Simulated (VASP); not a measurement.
# CsSnBr3 (Pm-3m) in VASP: further runs

One crystal, CsSnBr3, is run at these levels: PBE; tasks: relaxation of cell and atoms.

Program: VASP 6.6.1. These are calculated values, not measurements. Logs are shortened: lines on timing, memory, paths and dates and some standing lists are left out, and cuts for length are marked.

### Step 1. The structure

The structure is cubic, space group Pm-3m (No. 221). The conventional cell has a = 5.839 Å, b = 5.839 Å, c = 5.839 Å, α = 90.00°, β = 90.00°, γ = 90.00°. Cs (site symmetry m-3m) has 12 Br at 4.13 Å as nearest neighbours. Sn (site symmetry m-3m) has 6 Br at 2.92 Å as nearest neighbours. Br (site symmetry 4/mmm) has 2 Sn at 2.92 Å as nearest neighbours.

The cell is a database's computed one.

### Step 2. Relaxation of cell and atoms, PBE

File INCAR:

```
SYSTEM = CsSnBr3
PREC = Accurate ; ENCUT = 300
EDIFF = 1E-6 ; ISMEAR = 0
SIGMA = 0.03 ; LREAL = .FALSE.
LASPH = .TRUE. ; NELM = 80
ALGO = Normal ; ISIF = 3
LWAVE = .FALSE. ; LCHARG = .FALSE.
GGA = PE ; IBRION = 2
NSW = 90 ; EDIFFG = -0.01
```

File KPOINTS:

```
regular mesh
0
G
  3 3 3
  0 0 0
```

File POSCAR:

```
CsSnBr3
1.0
    5.8390056100      0.0000000000      0.0000000000
    0.0000000000      5.8390056100      0.0000000000
    0.0000000000      0.0000000000      5.8390056100
Cs Sn Br
1 1 3
Direct
    0.0000000000      0.0000000000      0.0000000000
    0.5000000000      0.5000000000      0.5000000000
    0.5000000000      0.0000000000      0.5000000000
    0.5000000000      0.5000000000      0.0000000000
    0.0000000000      0.5000000000      0.5000000000
```

Potentials or basis: VASP PAW PBE potentials, release 64 (Cs_sv, Sn, Br).

On the command line:

```console
$ cat potpaw_PBE.64/Cs_sv/POTCAR potpaw_PBE.64/Sn/POTCAR potpaw_PBE.64/Br/POTCAR > POTCAR
$ mpirun -np 1 vasp_std > vasp.out
```

OUTCAR:

```text
SYSTEM = CsSnBr3
   PREC = Accurate
   ENCUT = 300
   EDIFF = 1E-6
   ISMEAR = 0
   LREAL = .FALSE.
   LASPH = .TRUE.
   NELM = 80
   ISIF = 3
   GGA = PE
   IBRION = 2
   NSW = 90
   EDIFFG = -0.01

 ion  position               nearest neighbor table
   1  0.000  0.000  0.000-
   2  0.500  0.500  0.500-   3 2.92   4 2.92   5 2.92   4 2.92   3 2.92   5 2.92
   3  0.500  0.000  0.500-   2 2.92   2 2.92
   4  0.500  0.500  0.000-   2 2.92   2 2.92
   5  0.000  0.500  0.500-   2 2.92   2 2.92

  LATTYP: Found a simple cubic cell.
 ALAT       =     5.8390056100

  Lattice vectors:

 A1 = (   5.8390056100,   0.0000000000,   0.0000000000)
 A2 = (   0.0000000000,   5.8390056100,   0.0000000000)
 A3 = (   0.0000000000,   0.0000000000,   5.8390056100)

Analysis of symmetry for initial positions (statically):
=====================================================================
 Subroutine PRICEL returns:
 Original cell was already a primitive cell.

 Routine SETGRP: Setting up the symmetry group for a
 simple cubic supercell.

 Subroutine GETGRP returns: Found 48 space group operations
 (whereof 48 operations were pure point group operations)
 out of a pool of 48 trial point group operations.

The static configuration has the point symmetry O_h .

Analysis of symmetry for dynamics (positions and initial velocities):
=====================================================================
 Subroutine PRICEL returns:
 Original cell was already a primitive cell.

 Routine SETGRP: Setting up the symmetry group for a
 simple cubic supercell.

 Subroutine GETGRP returns: Found 48 space group operations
 (whereof 48 operations were pure point group operations)
 out of a pool of 48 trial point group operations.

The dynamic configuration has the point symmetry O_h .

 Subroutine INISYM returns: Found 48 space group operations
 (whereof 48 operations are pure point group operations),
 and found     1 'primitive' translations

----------------------------------------------------------------------------------------

                                     Primitive cell

  volume of cell :     199.0750

  direct lattice vectors                    reciprocal lattice vectors
     5.839005610  0.000000000  0.000000000     0.171262038  0.000000000  0.000000000
     0.000000000  5.839005610  0.000000000     0.000000000  0.171262038  0.000000000
     0.000000000  0.000000000  5.839005610     0.000000000  0.000000000  0.171262038

  length of vectors
     5.839005610  5.839005610  5.839005610     0.171262038  0.171262038  0.171262038

  position of ions in fractional coordinates (direct lattice)
     0.000000000  0.000000000  0.000000000
     0.500000000  0.500000000  0.500000000
     0.500000000  0.000000000  0.500000000
     0.500000000  0.500000000  0.000000000
     0.000000000  0.500000000  0.500000000

  ion indices of the primitive-cell ions
   primitive index   ion index
                 1           1
                 2           2
                 3           3
                 4           4
                 5           5

----------------------------------------------------------------------------------------

 KPOINTS: regular mesh

Automatic generation of k-mesh.
 Grid dimensions read from file:
 generate k-points for:    3    3    3

[... 45 lines left out ...]
   NSW    =     90    number of steps for IOM
   IBRION =      2    ionic relax: 0-MD 1-quasi-New 2-CG
   NFREE  =      1    steps in history (QN), initial steepest desc. (CG)
   ISIF   =      3    stress and relaxation
   ISYM   =      2    0-nonsym 1-usesym 2-fastsym
   POTIM  = 0.5000    time-step for ionic-motion
   TEBEG  =    0.0;   TEEND  =   0.0 temperature during run
   PSTRESS=    0.0 pullay stress
   NELECT =      34.0000    total number of electrons
   NUPDOWN=      -1.0000    fix difference up-down
   EMIN   =  10.00;   EMAX   =-10.00  energy-range for DOS
   EFERMI =   0.00;   METHOD = LEGACY
   ISMEAR =     0;   SIGMA  =   0.03  broadening in eV -4-tet -1-fermi 0-gaus
   EFERMI_NEDOS =   21; number of points for ismear=-14 and -15
   IALGO  =     38    algorithm
   IMIX   =      4    mixing-type and parameters
     AMIX     =   0.40;   BMIX     =  1.00
     AMIX_MAG =   1.60;   BMIX_MAG =  1.00
  volume/ion in A,a.u.               =      39.81       268.68
  Fermi-wavevector in a.u.,A,eV,Ry     =   0.908299  1.716437 11.224907  0.825007
  Thomas-Fermi vector in A             =   2.032209
   LORBIT       =      0    0 simple, 1 ext, 2 COOP (PROOUT), +10 PAW based schemes
   GGA     = PE    functional components
   LHFCALC =     F    Hartree Fock is set to
   AEXX    =    0.0000 exact exchange contribution
   IVDW    =     0    specifies the selected vdW correction
   LEPSILON=     F    determine dielectric tensor
   LRPA    =     F    only Hartree local field effects (RPA)
 conjugate gradient relaxation of ions
 non-spin polarized calculation
 Gauss-broadening in eV      SIGMA  =   0.03
  energy-cutoff  :      300.00
  volume of cell :      199.07
 maximum number of plane-waves:      2373
 NGX is ok and might be reduce to    36
   NGX = 17   NGY = 17   NGZ = 17

--------------------------------------- Ionic step        1  -------------------------------------------

 number of electron      34.0000028 magnetization

 Free energy of the ion-electron system (eV)
  ---------------------------------------------------
  ext. energy  EPLUGINS =         0.00000000
  ---------------------------------------------------
  free energy    TOTEN  =       -16.00084948 eV

  energy without entropy =      -16.00084948  energy(sigma->0) =      -16.00084948

------------------------ aborting loop because EDIFF is reached ----------------------------------------

  FORCE on cell =-STRESS in cart. coord.  units (eV):
  Direction    XX          YY          ZZ          XY          YZ          ZX
  --------------------------------------------------------------------------------------
  -------------------------------------------------------------------------------------
  Total        0.1622772      0.1622772      0.1622772     -0.0000000     -0.0000000      0.0000000
  in kB        1.3060244      1.3060244      1.3060244     -0.0000000     -0.0000000      0.0000000
  external PRESSURE =       1.3060244 kB  Pullay stress =       0.0000000 kB

 VOLUME and BASIS-vectors are now :
 -----------------------------------------------------------------------------
  energy-cutoff  :      300.00
  volume of cell :      199.07
      direct lattice vectors                 reciprocal lattice vectors
     5.839005610  0.000000000  0.000000000     0.171262038  0.000000000  0.000000000
     0.000000000  5.839005610  0.000000000     0.000000000  0.171262038  0.000000000
     0.000000000  0.000000000  5.839005610     0.000000000  0.000000000  0.171262038

 POSITION                                       TOTAL-FORCE (eV/Angst)
 -----------------------------------------------------------------------------------
      0.00000      0.00000      0.00000         0.000000      0.000000      0.000000
      2.91950      2.91950      2.91950         0.000000      0.000000      0.000000
      2.91950      0.00000      2.91950         0.000000      0.000000      0.000000
      2.91950      2.91950      0.00000         0.000000      0.000000      0.000000
      0.00000      2.91950      2.91950         0.000000      0.000000      0.000000
 -----------------------------------------------------------------------------------
    total drift:                                0.000000      0.000000      0.000000

  FREE ENERGIE OF THE ION-ELECTRON SYSTEM (eV)
  ---------------------------------------------------
  free  energy   TOTEN  =       -16.0008494791 eV

  energy  without entropy=      -16.0008494791  energy(sigma->0) =      -16.00084948

--------------------------------------- Ionic step        2  -------------------------------------------

 number of electron      34.0000026 magnetization

 Free energy of the ion-electron system (eV)
  ---------------------------------------------------
  ext. energy  EPLUGINS =         0.00000000
  ---------------------------------------------------
  free energy    TOTEN  =       -16.00131344 eV

  energy without entropy =      -16.00131344  energy(sigma->0) =      -16.00131344

 E-fermi :   0.2878     XC(G=0):  -7.6217

 val. band max:        0.1246846809   @ k =   0.3333   0.3333   0.3333
 cond. band min:       3.3911138363   @ k =   0.3333   0.3333   0.3333
 fundamental gap:      3.2664291554
 Fermi energy:         0.2877798562

 k-point     1 :       0.0000    0.0000    0.0000
  band No.  band energies     occupation
      1     -20.5083      2.00000
      2     -13.8680      2.00000
      3     -13.3802      2.00000
      4     -13.3802      2.00000
      5      -7.3078      2.00000
      6      -7.3078      2.00000
[... 85 lines left out ...]
     20       3.8395      0.00000
     21       5.6726      0.00000

------------------------ aborting loop because EDIFF is reached ----------------------------------------

  FORCE on cell =-STRESS in cart. coord.  units (eV):
  Direction    XX          YY          ZZ          XY          YZ          ZX
  --------------------------------------------------------------------------------------
  -------------------------------------------------------------------------------------
  Total        0.0434721      0.0434721      0.0434721      0.0000000      0.0000000     -0.0000000
  in kB        0.3482303      0.3482303      0.3482303      0.0000000      0.0000000     -0.0000000
  external PRESSURE =       0.3482303 kB  Pullay stress =       0.0000000 kB

 VOLUME and BASIS-vectors are now :
 -----------------------------------------------------------------------------
  energy-cutoff  :      300.00
  volume of cell :      200.01
      direct lattice vectors                 reciprocal lattice vectors
     5.848147952 -0.000000000  0.000000000     0.170994306  0.000000000  0.000000000
    -0.000000000  5.848147952  0.000000000     0.000000000  0.170994306  0.000000000
    -0.000000000 -0.000000000  5.848147952    -0.000000000 -0.000000000  0.170994306

 POSITION                                       TOTAL-FORCE (eV/Angst)
 -----------------------------------------------------------------------------------
      0.00000      0.00000      0.00000         0.000000      0.000000      0.000000
      2.92407      2.92407      2.92407         0.000000      0.000000      0.000000
      2.92407     -0.00000      2.92407         0.000000     -0.000000      0.000000
      2.92407      2.92407      0.00000         0.000000      0.000000      0.000000
     -0.00000      2.92407      2.92407        -0.000000     -0.000000      0.000000
 -----------------------------------------------------------------------------------
    total drift:                                0.000000      0.000000      0.000000

  FREE ENERGIE OF THE ION-ELECTRON SYSTEM (eV)
  ---------------------------------------------------
  free  energy   TOTEN  =       -16.0013134360 eV

  energy  without entropy=      -16.0013134360  energy(sigma->0) =      -16.00131344

 reached required accuracy - stopping structural energy minimisation
```

It took 21 s on 1 thread of Intel Xeon Platinum 8488C (Sapphire Rapids), shared host; peak memory 0.21 GiB.

Results:

```
Free energy                            : -16.0013 eV
Relaxed volume                         : 40.00 Å³/atom
Relaxed cell                           : a = 5.848 Å, b = 5.848 Å, c = 5.848 Å, α = 90.00°, β = 90.00°, γ = 90.00°
Space group after relaxing (to 0.05 Å) : Pm-3m (No. 221)
Energy gained by relaxing              : 0.1 meV/atom
Ionic steps                            : 2
Pressure after relaxing                : 0.0 GPa
Band gap on the k mesh                 : 3.27 eV, direct
```

The path:
```
step  energy change (eV)  largest force (eV/Å)  pressure (GPa)  volume (Å³)
   1              0.0000                0.0000            0.13       199.07
   2             -0.0005                0.0000            0.03       200.01
```

Final structure:
```yaml
crystal:
  lattice:
    - [5.84815, 0.00000, 0.00000]
    - [0.00000, 5.84815, 0.00000]
    - [0.00000, 0.00000, 5.84815]
  atoms:
    - { symbol: Cs, position: [0.00000, 0.00000, 0.00000] }
    - { symbol: Sn, position: [0.50000, 0.50000, 0.50000] }
    - { symbol: Br, position: [0.50000, 0.00000, 0.50000] }
    - { symbol: Br, position: [0.50000, 0.50000, 0.00000] }
    - { symbol: Br, position: [0.00000, 0.50000, 0.50000] }
```

Levels at points of the mesh, in eV from the valence-band top:
```
           k point  band 14  band 15  band 16  band 17  band 18  band 19  band 20  band 21
(0.00, 0.00, 0.00)    -1.37    -1.24    -1.24    -1.24     3.88     4.93     4.93     5.58
```

Caveat: spin-orbit coupling is left out, which moves the levels of the heavy elements; an odd mesh through Γ misses points on the zone boundary, where band edges often lie.

### Step 3. Relaxation of cell and atoms, PBE

This run uses another cell than the first one, of 40.00 Å³/atom, 1.005 times its volume.

File INCAR:

```
SYSTEM = CsSnBr3
PREC = Accurate ; ENCUT = 300
EDIFF = 1E-7 ; ISMEAR = 0
SIGMA = 0.03 ; LREAL = .FALSE.
LASPH = .TRUE. ; NELM = 80
ALGO = Normal ; ISIF = 3
LWAVE = .FALSE. ; LCHARG = .FALSE.
GGA = PE ; IBRION = 2
NSW = 90 ; EDIFFG = -0.005
```

KPOINTS is that of step 2.

File POSCAR:

```
CsSnBr3                                 
1.0
    5.8481479521     -0.0000000000      0.0000000000
   -0.0000000000      5.8481479521      0.0000000000
   -0.0000000000     -0.0000000000      5.8481479521
  Cs              Sn              Br            
     1     1     3
Direct
     0.0000000000000000    0.0000000000000000    0.0000000000000000
     0.5000000000000000    0.5000000000000000    0.5000000000000000
     0.5000000000000000    0.0000000000000000    0.5000000000000000
     0.5000000000000000    0.5000000000000000    0.0000000000000000
     0.0000000000000000    0.5000000000000000    0.5000000000000000
```

Potentials or basis: VASP PAW PBE potentials, release 64 (Cs_sv, Sn, Br).

On the command line:

```console
$ cat potpaw_PBE.64/Cs_sv/POTCAR potpaw_PBE.64/Sn/POTCAR potpaw_PBE.64/Br/POTCAR > POTCAR
$ mpirun -np 1 vasp_std > vasp.out
```

OUTCAR:

```text
SYSTEM = CsSnBr3
   PREC = Accurate
   ENCUT = 300
   EDIFF = 1E-7
   ISMEAR = 0
   LREAL = .FALSE.
   LASPH = .TRUE.
   NELM = 80
   ISIF = 3
   GGA = PE
   IBRION = 2
   NSW = 90
   EDIFFG = -0.005

 ion  position               nearest neighbor table
   1  0.000  0.000  0.000-
   2  0.500  0.500  0.500-   3 2.92   4 2.92   5 2.92   4 2.92   3 2.92   5 2.92
   3  0.500  0.000  0.500-   2 2.92   2 2.92
   4  0.500  0.500  0.000-   2 2.92   2 2.92
   5  0.000  0.500  0.500-   2 2.92   2 2.92

  LATTYP: Found a simple cubic cell.
 ALAT       =     5.8481479521

  Lattice vectors:

 A1 = (   5.8481479521,   0.0000000000,   0.0000000000)
 A2 = (   0.0000000000,   5.8481479521,   0.0000000000)
 A3 = (   0.0000000000,   0.0000000000,   5.8481479521)

Analysis of symmetry for initial positions (statically):
=====================================================================
 Subroutine PRICEL returns:
 Original cell was already a primitive cell.

 Routine SETGRP: Setting up the symmetry group for a
[... 205 lines left out ...]

 E-fermi :   0.2767     XC(G=0):  -7.6168

 val. band max:        0.1146312645   @ k =   0.3333   0.3333   0.3333
 cond. band min:       3.3810494007   @ k =   0.3333   0.3333   0.3333
 fundamental gap:      3.2664181362
 Fermi energy:         0.2766956795

 k-point     1 :       0.0000    0.0000    0.0000
  band No.  band energies     occupation
      1     -20.5159      2.00000
      2     -13.8708      2.00000
      3     -13.3847      2.00000
      4     -13.3847      2.00000
      5      -7.3152      2.00000
      6      -7.3152      2.00000
[... 85 lines left out ...]
     20       3.8279      0.00000
     21       5.6646      0.00000

------------------------ aborting loop because EDIFF is reached ----------------------------------------

  FORCE on cell =-STRESS in cart. coord.  units (eV):
  Direction    XX          YY          ZZ          XY          YZ          ZX
  --------------------------------------------------------------------------------------
  -------------------------------------------------------------------------------------
  Total        0.0110254      0.0110254      0.0110254     -0.0000000      0.0000000      0.0000000
  in kB        0.0882175      0.0882175      0.0882175     -0.0000000      0.0000000      0.0000000
  external PRESSURE =       0.0882175 kB  Pullay stress =       0.0000000 kB

 VOLUME and BASIS-vectors are now :
 -----------------------------------------------------------------------------
  energy-cutoff  :      300.00
  volume of cell :      200.24
      direct lattice vectors                 reciprocal lattice vectors
     5.850367018 -0.000000000 -0.000000000     0.170929447  0.000000000 -0.000000000
    -0.000000000  5.850367018 -0.000000000     0.000000000  0.170929447  0.000000000
     0.000000000 -0.000000000  5.850367018     0.000000000  0.000000000  0.170929447

 POSITION                                       TOTAL-FORCE (eV/Angst)
 -----------------------------------------------------------------------------------
      0.00000      0.00000      0.00000         0.000000      0.000000      0.000000
      2.92518      2.92518      2.92518         0.000000      0.000000      0.000000
      2.92518     -0.00000      2.92518         0.000000     -0.000000      0.000000
      2.92518      2.92518     -0.00000         0.000000      0.000000      0.000000
     -0.00000      2.92518      2.92518        -0.000000     -0.000000      0.000000
 -----------------------------------------------------------------------------------
    total drift:                                0.000000      0.000000      0.000000

  FREE ENERGIE OF THE ION-ELECTRON SYSTEM (eV)
  ---------------------------------------------------
  free  energy   TOTEN  =       -16.0013939705 eV

  energy  without entropy=      -16.0013939705  energy(sigma->0) =      -16.00139397

 reached required accuracy - stopping structural energy minimisation
```

CONTCAR:

```text
CsSnBr3
   1.00000000000000
     5.8503670177543494   -0.0000000000000000   -0.0000000000000000
    -0.0000000000000000    5.8503670177543494   -0.0000000000000000
     0.0000000000000000   -0.0000000000000000    5.8503670177543494
  Cs              Sn              Br
     1     1     3
Direct
     0.0000000000000000    0.0000000000000000    0.0000000000000000
     0.5000000000000000    0.5000000000000000    0.5000000000000000
     0.5000000000000000    0.0000000000000000    0.5000000000000000
     0.5000000000000000    0.5000000000000000    0.0000000000000000
     0.0000000000000000    0.5000000000000000    0.5000000000000000

  0.00000000E+00  0.00000000E+00  0.00000000E+00
  0.00000000E+00  0.00000000E+00  0.00000000E+00
  0.00000000E+00  0.00000000E+00  0.00000000E+00
  0.00000000E+00  0.00000000E+00  0.00000000E+00
  0.00000000E+00  0.00000000E+00  0.00000000E+00
```

It took 23 s on 1 thread of Intel Xeon Platinum 8488C (Sapphire Rapids), shared host; peak memory 0.2 GiB.

Results:

```yaml
Free_energy: -16.0014 eV
Relaxed_volume: 40.05 Å³/atom
Relaxed_cell: a = 5.850 Å, b = 5.850 Å, c = 5.850 Å, α = 90.00°, β = 90.00°, γ = 90.00°
Space_group_after_relaxing_to_0.05_Å: Pm-3m (No. 221)
Energy_gained_by_relaxing: 0.0 meV/atom
Ionic_steps: 2
Pressure_after_relaxing: 0.0 GPa
Band_gap_on_the_k_mesh: 3.27 eV, direct
```

Final structure:
```
Cs Sn Br
1.0
     5.85037    0.00000    0.00000
     0.00000    5.85037    0.00000
     0.00000    0.00000    5.85037
Cs Sn Br
1 1 3
Direct
  0.00000 0.00000 0.00000
  0.50000 0.50000 0.50000
  0.50000 0.00000 0.50000
  0.50000 0.50000 0.00000
  0.00000 0.50000 0.50000
```

Caveat: spin-orbit coupling is left out, which moves the levels of the heavy elements; an odd mesh through Γ misses points on the zone boundary, where band edges often lie.
